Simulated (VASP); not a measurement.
# Si (P6_3/mmc) in VASP: settings compared

The runs below take Si through single point, with PBE, r2SCAN.

Program: VASP 6.6.1. These are calculated values, not measurements. Logs are shortened: lines on timing, memory, paths and dates and some standing lists are left out, and cuts for length are marked.

**1. The cell of the first run**

It takes space group P6_3/mmc (No. 194, hexagonal). Conventional cell: a = 2.827 Å, b = 2.827 Å, c = 4.509 Å, α = 90.00°, β = 90.00°, γ = 120.00°. Around Si (site symmetry -6m2) lie 12 Si at 2.78 to 2.83 Å.

This isn't the form of Si at room conditions, which is diamond.

**2. Single point, PBE (strained and moved within the space group)**

INCAR reads:

```
SYSTEM = Si
PREC = Accurate ; ENCUT = 520
EDIFF = 1E-7 ; ISMEAR = 0
SIGMA = 0.1 ; LREAL = .False.
LASPH = .True. ; NELM = 100
ALGO = Fast ; ISIF = 2
LWAVE = .False. ; LCHARG = .False.
GGA = PE ; NBANDS = 11
```

KPOINTS reads:

```
Automatic mesh
0
Gamma
  18 18 10
  0 0 0
```

POSCAR reads:

```
Si
1.0
    2.8269515718      0.0000000000      0.0000000000
   -1.4134757859      2.4482118765      0.0000000000
    0.0000000000      0.0000000000      4.5087026554
Si
2
Direct
    0.3333333300      0.6666666700      0.2500000000
    0.6666666700      0.3333333300      0.7500000000
```

Potentials or basis: VASP PAW PBE potentials, release 64 (Si).

Command:

```sh
$ cat potpaw_PBE.64/Si/POTCAR > POTCAR
$ mpirun -np 1 vasp_std > vasp.out
```

OUTCAR:

```text
SYSTEM = Si
   PREC = Accurate
   ENCUT = 520
   EDIFF = 1E-7
   ISMEAR = 0
   LREAL = .False.
   LASPH = .True.
   NELM = 100
   ISIF = 2
   GGA = PE

 ion  position               nearest neighbor table
   1  0.333  0.667  0.250-   2 2.78   2 2.78   2 2.78   2 2.78   2 2.78   2 2.78
   2  0.667  0.333  0.750-   1 2.78   1 2.78   1 2.78   1 2.78   1 2.78   1 2.78

  LATTYP: Found a hexagonal cell.
 ALAT       =     2.8269515718
 C/A-ratio  =     1.5948991487

  Lattice vectors:

 A1 = (   2.8269515718,   0.0000000000,   0.0000000000)
 A2 = (  -1.4134757859,   2.4482118765,   0.0000000000)
 A3 = (   0.0000000000,   0.0000000000,   4.5087026554)

Analysis of symmetry for initial positions (statically):
=====================================================================
 Subroutine PRICEL returns:
 Original cell was already a primitive cell.

 Routine SETGRP: Setting up the symmetry group for a
 hexagonal supercell.

 Subroutine GETGRP returns: Found 24 space group operations
 (whereof 12 operations were pure point group operations)
 out of a pool of 24 trial point group operations.

The static configuration has the point symmetry D_3d.
 The point group associated with its full space group is D_6h.

Analysis of symmetry for dynamics (positions and initial velocities):
=====================================================================
 Subroutine PRICEL returns:
 Original cell was already a primitive cell.

 Routine SETGRP: Setting up the symmetry group for a
 hexagonal supercell.

 Subroutine GETGRP returns: Found 24 space group operations
 (whereof 12 operations were pure point group operations)
 out of a pool of 24 trial point group operations.

The dynamic configuration has the point symmetry D_3d.
 The point group associated with its full space group is D_6h.

 Subroutine INISYM returns: Found 24 space group operations
 (whereof 12 operations are pure point group operations),
 and found     1 'primitive' translations

----------------------------------------------------------------------------------------

                                     Primitive cell

  volume of cell :      31.2046

  direct lattice vectors                    reciprocal lattice vectors
     2.826951572  0.000000000  0.000000000     0.353737931  0.204230690  0.000000000
    -1.413475786  2.448211876  0.000000000     0.000000000  0.408461379  0.000000000
     0.000000000  0.000000000  4.508702655     0.000000000  0.000000000  0.221793291

  length of vectors
     2.826951572  2.826951572  4.508702655     0.408461379  0.408461379  0.221793291

  position of ions in fractional coordinates (direct lattice)
     0.333333330  0.666666670  0.250000000
     0.666666670  0.333333330  0.750000000

  ion indices of the primitive-cell ions
   primitive index   ion index
                 1           1
                 2           2

----------------------------------------------------------------------------------------

 KPOINTS: Automatic mesh

Automatic generation of k-mesh.
 Grid dimensions read from file:
 generate k-points for:   18   18   10

 Generating k-lattice:

  Cartesian coordinates                     Fractional coordinates (reciprocal lattice)
     0.019652107  0.011346149  0.000000000     0.055555556  0.000000000  0.000000000
     0.000000000  0.022692299  0.000000000     0.000000000  0.055555556  0.000000000
     0.000000000  0.000000000  0.022179329     0.000000000  0.000000000  0.100000000

  Length of vectors
     0.022692299  0.022692299  0.022179329

  Shift w.r.t. Gamma in fractional coordinates (k-lattice)
     0.000000000  0.000000000  0.000000000

 Subroutine IBZKPT returns following result:
 ===========================================

 Found    222 irreducible k-points:

 Following reciprocal coordinates:
            Coordinates               Weight
  0.000000  0.000000  0.000000      1.000000
  0.055556 -0.000000  0.000000      6.000000
  0.111111 -0.000000  0.000000      6.000000
  0.166667 -0.000000  0.000000      6.000000
  0.222222  0.000000  0.000000      6.000000
  0.277778 -0.000000  0.000000      6.000000
[... 16 lines left out ...]
  0.333333  0.111111  0.000000     12.000000
  0.388889  0.111111  0.000000     12.000000
 [... further k-points ...]
   k-points           NKPTS =    222   k-points in BZ     NKDIM =    222   number of bands    NBANDS=     11
   number of dos      NEDOS =    301   number of ions     NIONS =      2
   total plane-waves  NPLWV =  20736
   dimension x,y,z NGX =    24 NGY =   24 NGZ =   36
   dimension x,y,z NGXF=    48 NGYF=   48 NGZF=   72
   ions per type =               2
   NGX,Y,Z   is equivalent  to a cutoff of  14.11, 14.11, 13.27 a.u.
   NGXF,Y,Z  is equivalent  to a cutoff of  28.23, 28.23, 26.55 a.u.
 SYSTEM =  Si
   PREC   = accura    normal or accurate (medium, high low for compatibility)
   ISTART =      0    job   : 0-new  1-cont  2-samecut
   ICHARG =      2    charge: 1-file 2-atom 10-const
   ISPIN  =      1    spin polarized calculation?
   LNONCOLLINEAR =      F non collinear calculations
   LSORBIT =      F    spin-orbit coupling
   LASPH  =      T    aspherical Exc in radial PAW
   ENCUT  =  520.0 eV  38.22 Ry    6.18 a.u.   5.26  5.26  8.38*2*pi/ulx,y,z
   NELM   =    100;   NELMIN=  2; NELMDL= -5     # of ELM steps
   EDIFF  = 0.1E-06   stopping-criterion for ELM
   LREAL  =      F    real-space projection
   EDIFFG = 0.1E-05   stopping-criterion for IOM
   NSW    =      0    number of steps for IOM
   IBRION =     -1    ionic relax: 0-MD 1-quasi-New 2-CG
   NFREE  =      0    steps in history (QN), initial steepest desc. (CG)
   ISIF   =      2    stress and relaxation
   ISYM   =      2    0-nonsym 1-usesym 2-fastsym
   POTIM  = 0.5000    time-step for ionic-motion
   TEBEG  =    0.0;   TEEND  =   0.0 temperature during run
   PSTRESS=    0.0 pullay stress
   NELECT =       8.0000    total number of electrons
   NUPDOWN=      -1.0000    fix difference up-down
   EMIN   =  10.00;   EMAX   =-10.00  energy-range for DOS
   EFERMI =   0.00;   METHOD = LEGACY
   ISMEAR =     0;   SIGMA  =   0.10  broadening in eV -4-tet -1-fermi 0-gaus
   EFERMI_NEDOS =   21; number of points for ismear=-14 and -15
   IALGO  =     68    algorithm
   IMIX   =      4    mixing-type and parameters
     AMIX     =   0.40;   BMIX     =  1.00
     AMIX_MAG =   1.60;   BMIX_MAG =  1.00
  volume/ion in A,a.u.               =      15.60       105.29
  Fermi-wavevector in a.u.,A,eV,Ry     =   1.039996  1.965308 14.715960  1.081593
  Thomas-Fermi vector in A             =   2.174552
   LORBIT       =      0    0 simple, 1 ext, 2 COOP (PROOUT), +10 PAW based schemes
   GGA     = PE    functional components
   LHFCALC =     F    Hartree Fock is set to
   AEXX    =    0.0000 exact exchange contribution
   IVDW    =     0    specifies the selected vdW correction
   LEPSILON=     F    determine dielectric tensor
   LRPA    =     F    only Hartree local field effects (RPA)
 non-spin polarized calculation
 RMM-DIIS sequential band-by-band and
 Gauss-broadening in eV      SIGMA  =   0.10
  energy-cutoff  :      520.00
  volume of cell :       31.20
 maximum number of plane-waves:       854
 NGX is ok and might be reduce to    24
   NGX = 11   NGY = 11   NGZ = 17

 number of electron       8.0000000 magnetization

 Free energy of the ion-electron system (eV)
  ---------------------------------------------------
  ext. energy  EPLUGINS =         0.00000000
  ---------------------------------------------------
  free energy    TOTEN  =        -9.77759464 eV

  energy without entropy =       -9.77357895  energy(sigma->0) =       -9.77558680

 E-fermi :   9.1829     XC(G=0): -10.8929

 val. band max:        9.1752660854   @ k =   0.2778   0.2222   0.2000
 cond. band min:       9.1855797782   @ k =   0.0556   0.0556   0.4000
 fundamental gap:      0.0103136928
 Fermi energy:         9.1829180900

 k-point     1 :       0.0000    0.0000    0.0000
  band No.  band energies     occupation
      1      -4.5752      2.00000
      2       2.1102      2.00000
      3       2.8263      2.00000
      4      16.3585      0.00000
      5      16.3585      0.00000
      6      18.0129      0.00000
      7      18.0129      0.00000
      8      20.0725      0.00000
      9      20.6386      0.00000
     10      20.7380      0.00000
     11      22.0148      0.00000

 k-point     2 :       0.0556   -0.0000    0.0000
  band No.  band energies     occupation
      1      -4.5007      2.00000
      2       2.1839      2.00000
      3       2.8967      2.00000
      4      15.3323      0.00000
      5      15.8563      0.00000
      6      17.8192      0.00000
      7      18.5100      0.00000
      8      19.8923      0.00000
      9      20.8410      0.00000
     10      21.1562      0.00000
     11      21.6464      0.00000

 k-point     3 :       0.1111   -0.0000    0.0000
  band No.  band energies     occupation
      1      -4.2771      2.00000
      2       2.4047      2.00000
      3       3.1074      2.00000
      4      13.4753      0.00000
      5      15.0232      0.00000
      6      17.1516      0.00000
      7      19.0644      0.00000
      8      19.2071      0.00000
      9      19.3911      0.00000
     10      21.5090      0.00000
     11      21.9428      0.00000
[... 267 lines left out ...]
 k-point    23 :       0.3333    0.1111    0.0000
  band No.  band energies     occupation
      1      -0.7482      2.00000
      2       4.5228      2.00000
      3       5.8941      2.00000
      4       6.4071      2.00000
      5       9.6188      0.00000
      6      10.8997      0.00000
      7      11.6437      0.00000
      8      15.4597      0.00000
      9      17.2401      0.00000
     10      17.4140      0.00000
     11      23.2167      0.00000

 k-point    24 :       0.3889    0.1111    0.0000
  band No.  band energies     occupation
      1       0.3150      2.00000
      2       3.0618      2.00000
      3       6.9511      2.00000
      4       7.3402      2.00000
      5       9.3375      0.02876
      6       9.5427      0.00000
      7      10.3406      0.00000
      8      15.2736      0.00000
      9      17.0016      0.00000
     10      17.2154      0.00000
     11      23.0922      0.00000

 [... further k-points ...]

------------------------ aborting loop because EDIFF is reached ----------------------------------------

  FORCE on cell =-STRESS in cart. coord.  units (eV):
  Direction    XX          YY          ZZ          XY          YZ          ZX
  --------------------------------------------------------------------------------------
  -------------------------------------------------------------------------------------
  Total       -1.3452600     -1.3452600     -0.8156054      0.0000000      0.0000000      0.0000000
  in kB      -69.0713328    -69.0713328    -41.8766279      0.0000000      0.0000000      0.0000000
  external PRESSURE =     -60.0064312 kB  Pullay stress =       0.0000000 kB

 VOLUME and BASIS-vectors are now :
 -----------------------------------------------------------------------------
  energy-cutoff  :      520.00
  volume of cell :       31.20
      direct lattice vectors                 reciprocal lattice vectors
     2.826951572  0.000000000  0.000000000     0.353737931  0.204230690  0.000000000
    -1.413475786  2.448211876  0.000000000     0.000000000  0.408461379  0.000000000
     0.000000000  0.000000000  4.508702655     0.000000000  0.000000000  0.221793291

 POSITION                                       TOTAL-FORCE (eV/Angst)
 -----------------------------------------------------------------------------------
     -0.00000      1.63214      1.12718        -0.000000      0.000000      0.000000
      1.41348      0.81607      3.38153         0.000000     -0.000000      0.000000
 -----------------------------------------------------------------------------------
    total drift:                               -0.000000      0.000000      0.000000

  FREE ENERGIE OF THE ION-ELECTRON SYSTEM (eV)
  ---------------------------------------------------
  free  energy   TOTEN  =        -9.7775946444 eV

  energy  without entropy=       -9.7735789462  energy(sigma->0) =       -9.77558680
```

Wall time 35 s (1 thread of Intel Xeon Platinum 8488C (Sapphire Rapids), shared host); peak memory 0.18 GiB.

Results:

```yaml
Free_energy: -9.7776 eV
Pressure: -6.0 GPa
Band_gap_on_the_k_mesh: none (metal or under the smearing width)
```

**3. Single point, r2SCAN (functional r2SCAN, strained and moved within the space group)**

POSCAR reads:

```
Si
1.0
    2.7067073704      0.0000000000      0.0000000000
   -1.3533536852      2.3440773434      0.0000000000
    0.0000000000      0.0000000000      4.5758010048
Si
2
Direct
    0.3333333300      0.6666666700      0.2500000000
    0.6666666700      0.3333333300      0.7500000000
```

INCAR.step1 reads:

```
SYSTEM = Si
PREC     = Accurate       ! precision mode
ENCUT    = 520            ! plane-wave cutoff, eV
ISMEAR   = 0              ! smearing method
SIGMA    = 0.1            ! smearing width, eV
LREAL    = .FALSE.        ! projectors in reciprocal space
LASPH    = .TRUE.         ! aspherical terms in the spheres
NELM     = 100            ! most SCF steps
NBANDS   = 11             ! bands
GGA      = PE             ! functional
ALGO     = Normal         ! electronic algorithm
EDIFF    = 1E-4           ! SCF threshold, eV
LWAVE    = .TRUE.         ! write WAVECAR
LCHARG   = .FALSE.        ! write CHGCAR
```

INCAR.step2 reads:

```
SYSTEM = Si
PREC     = Accurate       ! precision mode
ENCUT    = 520            ! plane-wave cutoff, eV
EDIFF    = 1E-7           ! SCF threshold, eV
ISMEAR   = 0              ! smearing method
SIGMA    = 0.1            ! smearing width, eV
LREAL    = .FALSE.        ! projectors in reciprocal space
LASPH    = .TRUE.         ! aspherical terms in the spheres
NELM     = 100            ! most SCF steps
ALGO     = Normal         ! electronic algorithm
ISIF     = 2              ! what is computed and relaxed
LWAVE    = .FALSE.        ! write WAVECAR
LCHARG   = .FALSE.        ! write CHGCAR
METAGGA  = R2SCAN         ! meta-GGA
LMIXTAU  = .TRUE.       
NBANDS   = 11             ! bands
ISTART   = 1
```

KPOINTS reads:

```
Automatic mesh
0
G
  18 18 10
  0 0 0
```

Potentials or basis: VASP PAW PBE potentials, release 64 (Si).

Command:

```sh
$ cat potpaw_PBE.64/Si/POTCAR > POTCAR
$ cp INCAR.step1 INCAR
$ mpirun -np 1 vasp_std > vasp.out
$ cp INCAR.step2 INCAR
$ mpirun -np 1 vasp_std > vasp.out
```

OUTCAR:

```text
SYSTEM = Si
   PREC = Accurate
   ENCUT = 520
   EDIFF = 1E-7
   ISMEAR = 0
   LREAL = .FALSE.
   LASPH = .TRUE.
   NELM = 100
   ISIF = 2
   METAGGA = R2SCAN
   ISTART = 1

 ion  position               nearest neighbor table
   1  0.333  0.667  0.250-   2 2.77   2 2.77   2 2.77   2 2.77   2 2.77   2 2.77
   2  0.667  0.333  0.750-   1 2.77   1 2.77   1 2.77   1 2.77   1 2.77   1 2.77

  LATTYP: Found a hexagonal cell.
 ALAT       =     2.7067073704
 C/A-ratio  =     1.6905414508

  Lattice vectors:

 A1 = (   2.7067073704,   0.0000000000,   0.0000000000)
 A2 = (  -1.3533536852,   2.3440773434,   0.0000000000)
 A3 = (   0.0000000000,   0.0000000000,   4.5758010048)

Analysis of symmetry for initial positions (statically):
=====================================================================
 Subroutine PRICEL returns:
 Original cell was already a primitive cell.

 Routine SETGRP: Setting up the symmetry group for a
 hexagonal supercell.

 Subroutine GETGRP returns: Found 24 space group operations
 (whereof 12 operations were pure point group operations)
 out of a pool of 24 trial point group operations.

The static configuration has the point symmetry D_3d.
 The point group associated with its full space group is D_6h.
[... 168 lines left out ...]
 fundamental gap:      0.0163280779
 Fermi energy:        10.1619405822

 k-point     1 :       0.0000    0.0000    0.0000
  band No.  band energies     occupation
      1      -5.1721      2.00000
      2       1.6368      2.00000
      3       2.5751      2.00000
      4      19.4834      0.00000
      5      19.4834      0.00000
      6      20.8353      0.00000
      7      20.8353      0.00000
      8      21.2983      0.00000
      9      21.7083      0.00000
     10      24.0861      0.00000
     11      24.8638      0.00000
[... 309 lines left out ...]
 k-point    24 :       0.3889    0.1111    0.0000
  band No.  band energies     occupation
      1       0.5486      2.00000
      2       3.6339      2.00000
      3       7.2446      2.00000
      4       7.9093      2.00000
      5      10.1518      1.11431
      6      11.0577      0.00000
      7      11.3081      0.00000
      8      17.0083      0.00000
      9      18.9167      0.00000
     10      19.8852      0.00000
     11      25.4437      0.00000

 [... further k-points ...]
[... 5 lines left out ...]
  --------------------------------------------------------------------------------------
  -------------------------------------------------------------------------------------
  Total       -0.9514583     -0.9514583     -0.5495738      0.0000000     -0.0000000      0.0000000
  in kB      -52.5073350    -52.5073350    -30.3288685      0.0000000     -0.0000000      0.0000000
  external PRESSURE =     -45.1145128 kB  Pullay stress =       0.0000000 kB

 VOLUME and BASIS-vectors are now :
 -----------------------------------------------------------------------------
  energy-cutoff  :      520.00
  volume of cell :       29.03
      direct lattice vectors                 reciprocal lattice vectors
     2.706707370  0.000000000  0.000000000     0.369452572  0.213303542  0.000000000
    -1.353353685  2.344077343  0.000000000     0.000000000  0.426607084  0.000000000
     0.000000000  0.000000000  4.575801005     0.000000000  0.000000000  0.218540972

 POSITION                                       TOTAL-FORCE (eV/Angst)
 -----------------------------------------------------------------------------------
     -0.00000      1.56272      1.14395        -0.000000      0.000000      0.000000
      1.35335      0.78136      3.43185         0.000000     -0.000000      0.000000
 -----------------------------------------------------------------------------------
    total drift:                               -0.000000      0.000000     -0.000000

  FREE ENERGIE OF THE ION-ELECTRON SYSTEM (eV)
  ---------------------------------------------------
  free  energy   TOTEN  =       -16.1171939856 eV

  energy  without entropy=      -16.1128565565  energy(sigma->0) =      -16.11502527
```

OSZICAR.step1:

```text
N       E                     dE             d eps       ncg     rms          rms(c)
DAV:   1     0.573679102955E+01    0.57368E+01   -0.33889E+03  4884   0.610E+02
DAV:   2    -0.944406110622E+01   -0.15181E+02   -0.14519E+02  6293   0.842E+01
DAV:   3    -0.987489578503E+01   -0.43083E+00   -0.42755E+00  6482   0.114E+01
DAV:   4    -0.987652584066E+01   -0.16301E-02   -0.16297E-02  5954   0.877E-01
DAV:   5    -0.987653188904E+01   -0.60484E-05   -0.60492E-05  6228   0.497E-02    0.374E+00
DAV:   6    -0.985115975001E+01    0.25372E-01   -0.77307E-03  5609   0.415E-01    0.206E+00
DAV:   7    -0.983689783319E+01    0.14262E-01   -0.14768E-02  5423   0.569E-01    0.148E-01
DAV:   8    -0.983680648219E+01    0.91351E-04   -0.19275E-04  6537   0.959E-02
   1 F= -.98368065E+01 E0= -.98344150E+01  d E =-.478301E-02
```

Run time: 2.4 min. Hardware: 1 thread of Intel Xeon Platinum 8488C (Sapphire Rapids), shared host; peak memory 0.18 GiB.

Results:

* Free energy: -16.1172 eV
* Pressure: -4.5 GPa
* Band gap on the k mesh: none (metal or under the smearing width)

Caveat: the PAW data sets were made with another functional, which shifts forces and pressure a little.
